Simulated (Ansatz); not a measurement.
ZnS: a ladder of calculations

Cell of run 1: an entry of the Crystallography Open Database (COD), taken as it stands.

```xyz
4
Lattice="3.8227 0.0000 0.0000 -1.9114 3.3106 0.0000 0.0000 0.0000 6.2607" Properties=species:S:1:pos:R:3 pbc="T T T"
Zn    0.0000    2.2070    0.0000
Zn    1.9114    1.1035    3.1303
S     0.0000    2.2070    2.3465
S     1.9114    1.1035    5.4769
```

Atom numbers follow the list; atoms alike are taken as one site, whose name carries the number of the first.

Relaxed positions (PBE, cell held):

```
CELL_PARAMETERS angstrom
3.82270 0.00000 0.00000
-1.91135 3.31056 0.00000
0.00000 0.00000 6.26070
ATOMIC_POSITIONS crystal
Zn 0.33333 0.66667 0.00000
Zn 0.66667 0.33333 0.50000
S 0.33333 0.66667 0.37480
S 0.66667 0.33333 0.87480
```

All runs are DFT with Ansatz 0.2.0 (plane waves and PAW, scalar-relativistic unless spin–orbit coupling is named, Γ-centred meshes, Fermi–Dirac smearing where given) in this cell.

Run 1: PBE, atoms as given; 420 eV, 13×13×7 k-points, smearing 0.02 eV.
Run 2: r2SCAN, at the relaxed atoms; 500 eV, 13×13×7 k-points, smearing 0.02 eV.
Run 3: LDA, at the relaxed atoms; 420 eV, 13×13×7 k-points, smearing 0.02 eV.
Run 4: PBEsol, at the relaxed atoms; 420 eV, 13×13×7 k-points, smearing 0.02 eV.

(1) What does each run give, and what moves the gradients most?

Answers

(1) 

```csv
run,S V_zz (η)
1,0.22 (0.00)
2,0.22 (0.00)
3,0.21 (0.00)
4,0.22 (0.00)
```

V_zz in 10²¹ V/m²; 1 of the 2 sets of like atoms are followed. Against run 1, the gradient tensors on these sites move by at most 0.00 in run 2, 0.01 in run 3, 0.00 in run 4.
